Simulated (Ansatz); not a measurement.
Crystal: In.

```xyz
3
Lattice="1.6696 0.9640 8.2075 -1.6696 0.9640 8.2075 0.0000 -1.9279 8.2075" Properties=species:S:1:pos:R:3 pbc="T T T"
In    0.0000    0.0000    5.4659
In    0.0000    0.0000   19.1565
In    0.0000    0.0000    0.0000
```

This isn't the form of In at room conditions, which is tetragonal.

```yaml
Program: Ansatz 0.2.0
Task: relaxation of cell and atoms
Functional: PBEsol
Potentials_or_basis: Ansatz PAW
Cutoff: "420 eV (not typed: the program's choice for these potentials)"
k_mesh: 9 × 9 × 9
Occupations: fermi-dirac, width 0.05 eV
Spin: no spin polarisation
```

At the start: volume 26.42 Å³/atom.

**Question.** Where does the relaxation end?

**Answer.** It ends after 6 steps and the volume is 25.70 Å³/atom (-2.7 %); space group R-3m (No. 166, to 0.05 Å).

Step by step:
```
step  energy change (eV)  largest force (eV/Å)  volume (Å³)
   1              0.0000                0.0236        79.26
   2             -0.0099                0.0026        77.09
   3             -0.0118                0.0017        76.81
   4             -0.0132                0.0023        76.87
   5             -0.0133                0.0026        77.09
   6             -0.0128                0.0026        77.09
```

Final structure:
```
CELL_PARAMETERS angstrom
1.67385 0.96640 7.94311
-1.67385 0.96640 7.94311
0.00000 -1.93280 7.94311
ATOMIC_POSITIONS crystal
In 0.22166 0.22166 0.22166
In 0.77834 0.77834 0.77834
In 0.00000 0.00000 0.00000
```

Caveat: the plane-wave basis is chosen anew once the cell has moved, so the energies of steps on either side of that aren't comparable; the PAW data sets come from PBE, with cores solved anew for the run's functional, which leaves a small shift of forces and pressure.
